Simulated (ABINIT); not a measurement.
## KCl (Sylvite): changed settings of a GW run in ABINIT

Aim: change inputs of a GW run on KCl (Sylvite) and see what moves.

Method: PBE and many-body steps on it, plane waves, in ABINIT 10.8.3.

**1. Starting point**

The structure is cubic, space group Fm-3m (No. 225). The conventional cell has a = 6.293 Å, b = 6.293 Å, c = 6.293 Å, α = 90.00°, β = 90.00°, γ = 90.00°. Nearest to K lie 6 Cl at 3.15 Å. Cl has 6 K at 3.15 Å nearest. Farther neighbours and most contacts between anions are not listed.

Structure file:

```cif
data_structure
_symmetry_space_group_name_H-M 'Fm-3m'
_symmetry_Int_Tables_number 225
_cell_length_a 6.2929
_cell_length_b 6.2929
_cell_length_c 6.2929
_cell_angle_alpha 90.000
_cell_angle_beta 90.000
_cell_angle_gamma 90.000
_cell_volume 249.21
loop_
_atom_site_label
_atom_site_type_symbol
_atom_site_symmetry_multiplicity
_atom_site_Wyckoff_symbol
_atom_site_fract_x
_atom_site_fract_y
_atom_site_fract_z
_atom_site_occupancy
K1 K 4 a 0.00000 0.00000 0.00000 1
Cl1 Cl 4 b 0.50000 0.00000 0.00000 1
```

The cell and positions come from the Crystallography Open Database and are kept as given unless a step says otherwise.

**2. Screening, 4×4×4 mesh, 384 bands, screening to 266.7 eV**

This step: ABINIT 10.8.3; RPA screening on PBE, plane waves, norm-conserving pseudopotentials.

The RPA dielectric matrix is built and inverted for each q.

Input file run.abi:

```
acell 3*1.0 Angstrom
rprim 
  -0.000000000000 3.146470000000 3.146470000000
  3.146470000000 0.000000000000 3.146470000000
  3.146470000000 3.146470000000 -0.000000000000
ntypat 2
znucl 19 17
natom 2
typat 1 2
xred 
  0.000000000000 0.000000000000 0.000000000000
  0.500000000000 0.500000000000 0.500000000000
pp_dirpath "pseudos"
pseudos "K.upf, Cl.upf"
ecut 33
ngkpt 4 4 4
nshiftk 1
shiftk 0 0 0
kptopt 1
chksymbreak 0
istwfk *1
occopt 1
irdwfk 1
optdriver 3
nband 384
ecuteps 9.8
inclvkb 2
awtr 1
symchi 1
indata_prefix "in"
outdata_prefix "out"
tmpdata_prefix "tmp"
```

On the command line:

```
OMP_NUM_THREADS=1 mpirun -n 4 abinit run.abi > log
```

What it wrote:

```text
.Version 10.8.3 of ABINIT. v10.8.2 released Aug 2026.

 Symmetries : space group Fm -3 m (#225); Bravais cF (face-center cubic)
[... echo of the input left out ...]
== DATASET  1 ==================================================================
-   mpi_nproc: 4, omp_nthreads: 1 (-1 if OMP is not activated)

--- !DatasetInfo
iteration_state: {dtset: 1, }
dimensions: {natom: 2, nkpt: 8, mband: 384, nsppol: 1, nspinor: 1, nspden: 1, mpw: 3839, }
cutoff_energies: {ecut:  33.0, pawecutdg:  -1.0, }
electrons: {nelect:   1.60000000E+01, charge:   0.00000000E+00, occopt:   1.00000000E+00, tsmear:   1.00000000E-02, }

 SCREENING: Calculation of the susceptibility and dielectric matrices

 Based on a program developped by R.W. Godby, V. Olevano, G. Onida, and L. Reining.
 Incorporated in ABINIT by V. Olevano, G.-M. Rignanese, and M. Torrent.
.Using double precision arithmetic ; gwpc =  8

[... cell and pseudopotentials left out ...]
--------------------------------------------------------------------------------

 ==== K-mesh for the wavefunctions ====
 Number of points in the irreducible wedge :     8
[... list of points left out ...]
 Together with 48 symmetry operations and time-reversal symmetry
 yields    64 points in the full Brillouin Zone.

 ==== Q-mesh for the screening function ====
 Number of points in the irreducible wedge :     8
[... list of points left out ...]
 Together with 48 symmetry operations and time-reversal symmetry
 yields    64 points in the full Brillouin Zone.

 setmesh: FFT mesh size selected  =    36x   36x   36
          total number of points  =        46656

 vcoul_init : cutoff-mode = AUXILIARY_FUNCTION
 q-points for optical limit:   1
     1)      0.000010    0.000020    0.000030

- screening: taking advantage of time-reversal symmetry
- Maximum band index for partially occupied states nbvw = 8
- Remaining bands to be divided among processors   nbcw = 376
- Number of bands treated by each node ~94

 Number of electrons calculated from density =   16.0000; Expected =   16.0000
 average of density, n =  0.038056
 r_s =    1.8443
 omega_plasma =   18.8177 [eV]

 calculating chi0 at frequencies [eV] :
  1    0.000000E+00    0.000000E+00
  2    0.000000E+00    1.881772E+01

--------------------------------------------------------------------------------
  q-point number  1        q = ( 0.000000, 0.000000, 0.000000) [r.l.u.]
--------------------------------------------------------------------------------
[... chi0 elements left out ...]
 For q-point:  0.000010 0.000020 0.000030
  dielectric constant =   2.1775
  dielectric constant without local fields =   2.5858

  Average fulfillment of the sum rule on Im[epsilon] for q-point    1 :     86.85  [%]
[... wings left out ...]
  q-point number  2        q = ( 0.250000, 0.000000, 0.000000) [r.l.u.]
--------------------------------------------------------------------------------
[... chi0 elements left out ...]
  Average fulfillment of the sum rule on Im[epsilon] for q-point    2 :     88.00  [%]

 [... 6 further q-points ...]
```

Elapsed: 4 min, on 4 MPI ranks of Arm Neoverse V1, shared host; peak memory 3 GiB; 16 min of CPU time.

Numbers from this step:

```
ε∞ with local fields, on this mesh, along the program's q direction : 2.178
the same without local fields                                       : 2.586
plasma frequency                                                    : 18.82 eV
plane waves in the screening matrix                                 : 609
```

Local fields lower ε∞ by 16 %.

**3. Base**

The self-energy is evaluated for the states that the input lists, and the levels follow from it, in one-shot runs by the linearised quasiparticle equation.

This step: G0W0 on PBE, plane waves, norm-conserving pseudopotentials.

run.abi, as its differences from that of step 2:

```diff
@@ -23,8 +23,15 @@
 irdwfk 1
-optdriver 3
+optdriver 4
 nband 384
+gwcalctyp 0
+ecutsigx 33
+symsigma 1
+nkptgw 1
+kptgw 
+  0.0000000000 0.0000000000 0.0000000000
+bdgw 
+  6 12
 ecuteps 9.8
-inclvkb 2
-awtr 1
-symchi 1
+irdscr 1
+ppmodel 1
 indata_prefix "in"
```

What it wrote:

```text
.Version 10.8.3 of ABINIT. v10.8.2 released Aug 2026.

 Symmetries : space group Fm -3 m (#225); Bravais cF (face-center cubic)
[... echo of the input left out ...]
== DATASET  1 ==================================================================
-   mpi_nproc: 4, omp_nthreads: 1 (-1 if OMP is not activated)

--- !DatasetInfo
iteration_state: {dtset: 1, }
dimensions: {natom: 2, nkpt: 8, mband: 384, nsppol: 1, nspinor: 1, nspden: 1, mpw: 3839, }
cutoff_energies: {ecut:  33.0, pawecutdg:  -1.0, }
electrons: {nelect:   1.60000000E+01, charge:   0.00000000E+00, occopt:   1.00000000E+00, tsmear:   1.00000000E-02, }

 SIGMA: Calculation of the GW corrections

 Based on a program developped by R.W. Godby, V. Olevano, G. Onida, and L. Reining.
 Incorporated in ABINIT by V. Olevano, G.-M. Rignanese, and M. Torrent.
.Using double precision arithmetic ; gwpc =  8

[... cell and pseudopotentials left out ...]
--------------------------------------------------------------------------------

 ==== K-mesh for the wavefunctions ====
 Number of points in the irreducible wedge :     8
[... list of points left out ...]
 Together with 48 symmetry operations and time-reversal symmetry
 yields    64 points in the full Brillouin Zone.

 ==== Q-mesh for screening function ====
 Number of points in the irreducible wedge :     8
[... list of points left out ...]
 Together with 48 symmetry operations and time-reversal symmetry
 yields    64 points in the full Brillouin Zone.

 vcoul_init : cutoff-mode = AUXILIARY_FUNCTION
 q-points for optical limit:   1
     1)      0.000010    0.000020    0.000030
 setmesh: FFT mesh size selected  =    45x   45x   45
          total number of points  =        91125

 Number of electrons calculated from density =   16.0000; Expected =   16.0000
 average of density, n =  0.038056
 r_s =    1.8443
 omega_plasma =   18.8177 [eV]

 === KS Band Gaps ===
  >>>> For spin  1
   Minimum direct gap =   5.1895 [eV], located at k-point      :   0.0000  0.0000  0.0000
   Fundamental gap    =   5.1895 [eV], Top of valence bands at :   0.0000  0.0000  0.0000
                                       Bottom of conduction at :   0.0000  0.0000  0.0000
 SIGMA fundamental parameters:
 PLASMON POLE MODEL  1
 number of plane-waves for SigmaX                 3839
 number of plane-waves for SigmaC and W            609
 number of plane-waves for wavefunctions          3839
 number of bands                                   384
 number of independent spin polarizations            1
 number of spinorial components                      1
 number of k-points in IBZ                           8
 number of q-points in IBZ                           8
 number of symmetry operations                      48
 number of k-points in BZ                           64
 number of q-points in BZ                           64
 number of frequencies for dSigma/dE                 9
 frequency step for dSigma/dE [eV]                0.25
 number of omega for Sigma on real axis              0
 max omega for Sigma on real axis  [eV]           0.00
 zcut for avoiding poles [eV]                     0.10

 EPSILON^-1 parameters (SCR file):
 dimension of the eps^-1 matrix on file            609
 dimension of the eps^-1 matrix used               609
 number of plane-waves for wavefunctions          3839
 number of bands                                   384
 number of q-points in IBZ                           8
 number of frequencies                               2
 number of real frequencies                          1
 number of imag frequencies                          1

 matrix elements of self-energy operator (all in [eV])

 Perturbative Calculation

--- !SelfEnergy_ee
iteration_state: {dtset: 1, }
kpoint     : [   0.000,    0.000,    0.000, ]
spin       : 1
KS_gap     :    5.190
QP_gap     :    8.190
Delta_QP_KS:    3.000
data: !SigmaeeData |
     Band     E0 <VxcDFT>   SigX SigC(E0)      Z dSigC/dE  Sig(E)    E-E0       E
        6  -0.231 -14.148 -18.664   1.594   0.807  -0.240 -16.506  -2.358  -2.590
        7  -0.231 -14.148 -18.664   1.594   0.807  -0.240 -16.506  -2.358  -2.590
        8  -0.231 -14.148 -18.664   1.594   0.807  -0.240 -16.506  -2.358  -2.590
        9   4.958  -6.955  -3.245  -2.974   0.872  -0.146  -6.313   0.642   5.600
       10   8.135  -8.956  -4.051  -3.118   0.867  -0.153  -7.407   1.550   9.685
       11   8.135  -8.956  -4.051  -3.118   0.867  -0.153  -7.407   1.550   9.685
       12   8.135  -8.956  -4.051  -3.118   0.867  -0.153  -7.407   1.550   9.685

== END DATASET(S) ==============================================================
================================================================================

 -outvars: echo values of variables after computation  --------
           etotal      0.0000000000E+00
            nband         384
             nkpt           8
          spgroup         225
 [... the other variables as echoed above ...]

 Calculation completed.
```

Run time: 96 s. Hardware: 4 MPI ranks; peak memory 3.5 GiB.

This step gave:

```
G0W0 gap on the points computed              : 8.19 eV
starting gap on the mesh                     : 5.190 eV
k of the valence top                         : 0, 0, 0
k of the conduction bottom                   : 0, 0, 0
Z at the valence top                         : 0.807
Z at the conduction bottom                   : 0.872
least direct G0W0 gap on the computed points : 8.19 eV
```

The gap on the mesh goes from 5.19 eV to 8.19 eV, a correction of +3.00 eV.

**4. Coulomb singularity**

run.abi, as its differences from that of step 3:

```diff
@@ -36,2 +36,3 @@
 ppmodel 1
+gw_icutcoul 3
 indata_prefix "in"
```

What it wrote:

```text
.Version 10.8.3 of ABINIT. v10.8.2 released Aug 2026.

 Symmetries : space group Fm -3 m (#225); Bravais cF (face-center cubic)
[... echo of the input left out ...]
== DATASET  1 ==================================================================
-   mpi_nproc: 4, omp_nthreads: 1 (-1 if OMP is not activated)

--- !DatasetInfo
iteration_state: {dtset: 1, }
dimensions: {natom: 2, nkpt: 8, mband: 384, nsppol: 1, nspinor: 1, nspden: 1, mpw: 3839, }
cutoff_energies: {ecut:  33.0, pawecutdg:  -1.0, }
electrons: {nelect:   1.60000000E+01, charge:   0.00000000E+00, occopt:   1.00000000E+00, tsmear:   1.00000000E-02, }

 SIGMA: Calculation of the GW corrections

 Based on a program developped by R.W. Godby, V. Olevano, G. Onida, and L. Reining.
 Incorporated in ABINIT by V. Olevano, G.-M. Rignanese, and M. Torrent.
.Using double precision arithmetic ; gwpc =  8

[... cell and pseudopotentials left out ...]
--------------------------------------------------------------------------------

 ==== K-mesh for the wavefunctions ====
 Number of points in the irreducible wedge :     8
[... list of points left out ...]
 Together with 48 symmetry operations and time-reversal symmetry
 yields    64 points in the full Brillouin Zone.

 ==== Q-mesh for screening function ====
 Number of points in the irreducible wedge :     8
[... list of points left out ...]
 Together with 48 symmetry operations and time-reversal symmetry
 yields    64 points in the full Brillouin Zone.

 vcoul_init : cutoff-mode = CRYSTAL
 q-points for optical limit:   1
     1)      0.000010    0.000020    0.000030
 setmesh: FFT mesh size selected  =    45x   45x   45
          total number of points  =        91125

 Number of electrons calculated from density =   16.0000; Expected =   16.0000
[...]
number of q-points in BZ                           64
 number of frequencies for dSigma/dE                 9
 frequency step for dSigma/dE [eV]                0.25
 number of omega for Sigma on real axis              0
 max omega for Sigma on real axis  [eV]           0.00
 zcut for avoiding poles [eV]                     0.10

 EPSILON^-1 parameters (SCR file):
 dimension of the eps^-1 matrix on file            609
 dimension of the eps^-1 matrix used               609
 number of plane-waves for wavefunctions          3839
 number of bands                                   384
 number of q-points in IBZ                           8
 number of frequencies                               2
 number of real frequencies                          1
 number of imag frequencies                          1

 matrix elements of self-energy operator (all in [eV])

 Perturbative Calculation

--- !SelfEnergy_ee
iteration_state: {dtset: 1, }
kpoint     : [   0.000,    0.000,    0.000, ]
spin       : 1
KS_gap     :    5.190
QP_gap     :    8.072
Delta_QP_KS:    2.883
data: !SigmaeeData |
     Band     E0 <VxcDFT>   SigX SigC(E0)      Z dSigC/dE  Sig(E)    E-E0       E
        6  -0.231 -14.148 -18.296   1.494   0.810  -0.234 -16.298  -2.151  -2.382
        7  -0.231 -14.148 -18.296   1.494   0.810  -0.234 -16.298  -2.151  -2.382
        8  -0.231 -14.148 -18.296   1.494   0.810  -0.234 -16.298  -2.151  -2.382
        9   4.958  -6.955  -3.245  -2.874   0.876  -0.141  -6.223   0.732   5.690
       10   8.135  -8.956  -4.051  -3.019   0.871  -0.148  -7.313   1.643   9.779
       11   8.135  -8.956  -4.051  -3.019   0.871  -0.148  -7.313   1.643   9.779
       12   8.135  -8.956  -4.051  -3.019   0.871  -0.148  -7.313   1.643   9.779

== END DATASET(S) ==============================================================
================================================================================

 -outvars: echo values of variables after computation  --------
           etotal      0.0000000000E+00
            nband         384
             nkpt           8
          spgroup         225
 [... the other variables as echoed above ...]

 Calculation completed.
```

It took 96 s on 4 MPI ranks; peak memory 3.5 GiB; 6.4 min of CPU time.

Numbers from this step:

```
G0W0 gap on the points computed              : 8.072 eV
starting gap on the mesh                     : 5.190 eV
k of the valence top                         : 0, 0, 0
k of the conduction bottom                   : 0, 0, 0
Z at the valence top                         : 0.81
Z at the conduction bottom                   : 0.876
least direct G0W0 gap on the computed points : 8.072 eV
```

Against G0W0 in ABINIT (4×4×4 mesh, 384 bands, screening to 266.7 eV, Godby-Needs plasmon pole), the gap moves by −0.118 eV.

**5. Side by side**

Times are wall times on 4 MPI ranks of Arm Neoverse V1, shared host, good to a factor of about two. A run's time includes the screening step that it read.

| run | mesh | bands | screening cutoff (eV) | DFT gap (eV) | gap on the mesh (eV) | direct (eV) | ε∞ used | time |
| --- | --- | --- | --- | --- | --- | --- | --- | --- |
| base | 4×4×4 | 384 | 266.7 | 5.190 | 8.190 | 8.190 | 2.18 | 5.6 min |
| Coulomb singularity | 4×4×4 | 384 | 266.7 | 5.190 | 8.072 | 8.072 | 2.18 | 5.6 min |

**6. Summary of results**

```json
{
 "base": "8.190 eV",
 "Coulomb singularity": "8.072 eV",
 "known limits": "not at the basis limit"
}
```

What this shows: Coulomb singularity: −0.118 eV against base (keys changed: gw_icutcoul). Bands and cutoff are finite, so the gap is not at the basis limit. The miss can reach some tenths of an eV and take either sign; the mesh is an error of its own. In the G0W0 runs levels were corrected at 1 k point alone, so a gap called «on the mesh» is the least over those, and an edge elsewhere would be missed.

[Paths, hosts, dates, memory and timing lines, banners, echoed tables and standing remarks are left out of the program output.]

[Logs are printed without paths, hosts, clocks, repeated set-up lines and the standing remarks that a program may print on its own settings, such as how far it seeks lower states.]

[Runs of the session that timed out or met a known fault of the program may be left out.]

[Hosts, paths, dates, database ids (printed as entryN), source tags and the programs' standing remarks are cut or masked in the printed files.]

[G0W0 gaps are taken among the corrected bands and points alone; a level outside them can change the order at an edge.]

[Where Ansatz stands beside ABINIT at settings called matched, ABINIT's density can come from a denser mesh and the files from another edition; pairs whose starting gaps differed by over 0.03 eV were left out, so agreement reads better than it is.]
